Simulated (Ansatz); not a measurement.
SnSe:

```
Sn Se
1.0
     0.00000    3.39084    3.39084
     3.39084    0.00000    3.39084
     3.39084    3.39084    0.00000
Sn Se
1 1
Direct
  0.00000 0.00000 0.00000
  0.75000 0.75000 0.75000
```

The cell was built by a generator and needn't be a form met in nature.

Base run:

```yaml
Program: Ansatz 0.2.0
Functional: HSEsol
Potentials_or_basis: Ansatz PAW
Cutoff: 420 eV
Density_cutoff: 1680 eV
k_mesh: 4 × 4 × 4
Occupations: fermi-dirac, width 0.05 eV
Spin: no spin polarisation
```

Its results: band gap on the k mesh 0.32 eV, indirect (least direct gap 1.03 eV).

Task: After a change of settings the same cell gave: band gap on the k mesh 0.47 eV, indirect (least direct gap 1.17 eV). Which change was it?
A. functional from HSEsol to PBE; k mesh from 4 × 4 × 4 to 7 × 7 × 7
B. functional from HSEsol to r2SCAN50; cutoff from 420 eV to 500 eV; density cutoff from 1680 eV to 2000 eV
C. functional from HSEsol to r2SCANh; cutoff from 420 eV to 500 eV; density cutoff from 1680 eV to 2000 eV
D. functional from HSEsol to PBE0

Result: C.

Caveats: spin-orbit coupling is left out, which moves the levels of the heavy elements.

Not every run made on this cell is shown here.
